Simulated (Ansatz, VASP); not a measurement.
# Two plane-wave programs on BN

```
B N
1.0
     2.43151    0.00000    0.00000
    -1.21575    2.10575    0.00000
     0.00000    0.00000    7.12888
B N
2 2
Cartesian
  0.0000 0.0000 3.5644
  0.0000 1.4038 0.0000
  0.0000 0.0000 0.0000
  1.2158 0.7019 3.5644
```

Alike in both runs: task single point; functional PBEsol; k mesh 12 × 12 × 4; occupations gaussian, width 0.05 eV; no spin polarisation.

|  | VASP | Ansatz |
| --- | --- | --- |
| version | VASP 6.6.1 | Ansatz 0.2.0 |
| potentials or method | VASP PAW PBE potentials, release 64 (B, N) | scalar-relativistic, plane waves, PAW |
| plane-wave cutoff (eV) | 520 | 420 |
| valence electrons in the cell | 16 | 16 |

VASP gave:

```
gap on the k mesh at the Fermi level (eV)       : 4.51
least direct gap on the mesh (eV)               : 4.74
pressure (GPa)                                  : 22.8
largest component of the traceless stress (GPa) : 23.07
```

Question: Which values does Ansatz return?

Answer: gap on the k mesh at the Fermi level (eV): 4.52; least direct gap on the mesh (eV): 4.75; pressure (GPa): 22.5; largest component of the traceless stress (GPa): 22.58.

Caveats: so large a pressure means that the cell lies far from this level's equilibrium, or that cutoff or potentials fall short (VASP); the potentials were made for another functional, which shifts forces and pressure (VASP); this functional lacks dispersion, which binds the layers, so the pressure and a relaxed spacing across them are unreliable. A hybrid or GW would open this gap; PBEsol tends to underestimate it. A k mesh can miss the band edges.
